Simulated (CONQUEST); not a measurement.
Crystal: Sr.

```
Sr
1.0
     4.30253    0.00000    0.00000
     0.00000    4.30253    0.00000
     0.00000    0.00000    6.08470
Sr
2
Direct
  0.00000 0.00000 0.00000
  0.50000 0.50000 0.50000
```

| Quantity | Value |
| --- | --- |
| Program | CONQUEST 1.3 |
| Task | single point |
| Functional | PBE |
| Potentials or basis | PseudoDojo NC PBE, SZP, grid cutoff 120 Ha |
| k mesh | 6 × 6 × 5 |
| Occupations | fermi-dirac, width 0.05 eV |
| Spin | no spin polarisation |

On this cell: pressure -0.1 GPa; largest force zero by symmetry; band gap on the k mesh none (metal or under the smearing width).

The same run follows on a disturbed copy (atoms of the box moved at random, drawn with an rms of 0.05 Å):

```
CELL_PARAMETERS angstrom
4.30253 0.00000 0.00000
0.00000 4.30253 0.00000
0.00000 0.00000 6.08470
ATOMIC_POSITIONS crystal
Sr 0.99239 0.00325 0.99963
Sr 0.49758 0.50677 0.49690
```

Question: What does the disturbed cell give?

Answer: The energy (extrapolated to zero smearing) moves by +0.4 meV/atom; pressure -0.1 GPa; largest force 0.046 eV/Å; band gap on the k mesh none (metal or under the smearing width).

Forces in eV/Å, atoms in the order of the input:
```
Sr   0.024  0.018 -0.027
Sr  -0.024 -0.020  0.034
```

Caveats: the atomic basis is small; the basis of atomic orbitals isn't converged, which shifts pressures, moduli and gaps; the real-space grid breaks the cell's symmetry a little (some runs).
